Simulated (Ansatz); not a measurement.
Ansatz input file:

```yaml
crystal:
  lattice:
    - [0.0, 2.557898195, 2.557898195]
    - [2.557898195, 0.0, 2.557898195]
    - [2.557898195, 2.557898195, 0.0]
  atoms:
    - { symbol: Zr, position: [0.0, 0.0, 0.0] }
    - { symbol: O, position: [0.25, 0.25, 0.25] }
    - { symbol: O, position: [0.75, 0.75, 0.75] }
basis:
  ecutwfc: 420
kpoints:
  mp_grid: { grid: [8, 8, 8] }
  band_path: { path: [VBM, CBM], npoints: 2 }
hamiltonian:
  xc: pbe
scf:
  occupations: { method: gaussian, width: 0.02 }
output:
  forces: false
  stress: false
  eigenvalues: true
magnetization:
  noncollinear: true
  spin_orbit: true
checkpoint:
  read: start.run
  write: ck
  compress: false
  write_wavefunctions: false
  write_every: 100000
```

Launched with
```bash
ansatz run input.yaml --threads 1 --pin off --max-ram 2560MiB --backend cpu --events-out ev --progress --plain --runs-dir out
```

Level of theory: Ansatz 0.2.0, DFT PBE, spin-orbit coupling, plane waves, PAW.

Part of what the program printed, abridged (final results; tables in files aren't shown):

```
SCF 1 converged in 2 iterations: F = -5324.677567 eV  dr2 = 2.29e-9
SCF converged after 2 iterations
Magnetization: |M| = 0.0000 μB, M = (+0.0000, +0.0000, +0.0000) μB
Absolute magnetization: 0.0000 μB (∫|m|)
  site 0: m = (+0.0000, +0.0000, +0.0000) μB, |m| = 0.0000 μB  (R = 0.91 Å)
  site 1: m = (+0.0000, +0.0000, +0.0000) μB, |m| = 0.0000 μB  (R = 0.91 Å)
  site 2: m = (+0.0000, +0.0000, +0.0000) μB, |m| = 0.0000 μB  (R = 0.91 Å)
Free energy (F): -5324.677567 eV
Harris-Foulkes:  -5324.677567 eV  (|F-HF|=4.96e-9)
Internal energy: -5324.677567 eV  (E = F + TS)
E sigma→0 (E₀):  -5324.677567 eV
Fermi energy:    13.566909 eV
--- Per-component energies (eV) ---
  E_band       = -66.769516
  E_kinetic    = 686.497524
  E_local      = -1151.704821  (includes V_loc(G=0)·N_el)
  E_nonlocal   = 171.157293
  E_hartree    = 379.867146
  E_xc         = -311.720635
  E_vxc        = -382.520149  (∫ρ·V_xc dr)
  E_paw        = -3269.550852  (= ΣΔE_a)
  E_vpaw       = -149.937709  (= ΣTr[D̂ρ^β])
  E_aug_tail   = 0.004986  (compensation charges beyond the density's cutoff)
  E_ewald      = -1829.228207
  E_smearing   =  0.000000  (= −TS)
--- Band table (eV; the first three rows and the last of 29) ---
  k-point 0: bands = ["-36.2339", "-36.2339", "-15.2804", "-15.2804", "-13.4926", "-13.4926", "-13.4926", "-13.4926", "-6.2177", "-6.2177", "-3.7132", "-3.7132", "6.7616", "6.7616", "6.7647", "6.7647", "6.7647", "6.7647", "11.3321", "11.3321", "11.4028", "11.4028", "11.4028", "11.4028", "15.2266", "15.2266", "15.2266", "15.2266", "18.3749", "18.3749", "21.0621", "21.0621"]
  k-point 1: bands = ["-36.2275", "-36.2275", "-15.3144", "-15.3144", "-13.5723", "-13.5723", "-13.5031", "-13.5031", "-6.0088", "-6.0088", "-3.8636", "-3.8636", "6.9095", "6.9095", "6.9126", "6.9126", "7.1701", "7.1701", "11.0020", "11.0020", "11.0946", "11.0946", "11.1305", "11.1305", "15.4960", "15.4960", "15.5078", "15.5078", "18.8440", "18.8440", "20.5872", "20.5872"]
  k-point 2: bands = ["-36.2123", "-36.2123", "-15.4009", "-15.4009", "-13.7439", "-13.7439", "-13.5282", "-13.5282", "-5.5557", "-5.5557", "-4.1379", "-4.1379", "7.2725", "7.2725", "7.2753", "7.2753", "8.1328", "8.1328", "10.2820", "10.2820", "10.5997", "10.5997", "10.6530", "10.6530", "15.8787", "15.8787", "15.9167", "15.9167", "18.6246", "18.6246", "20.4198", "20.4198"]
  k-point 28: bands = ["-36.1762", "-36.1762", "-15.5733", "-15.5733", "-13.9743", "-13.9743", "-13.7661", "-13.7661", "-4.5656", "-4.5656", "-4.4702", "-4.4702", "7.2296", "7.2296", "7.3103", "7.3103", "9.5302", "9.5302", "9.5825", "9.5825", "10.5492", "10.5492", "11.7100", "11.7100", "16.2837", "16.2837", "16.4115", "16.4115", "18.0416", "18.0416", "18.0965", "18.0965"]
```

Self-consistency was reached.

Time: 12 s on 1 thread of Arm Neoverse V1, on a shared host, peak memory 0.37 GiB.

The run starts from the saved density of an earlier one, so iterations and time are fewer than from atoms.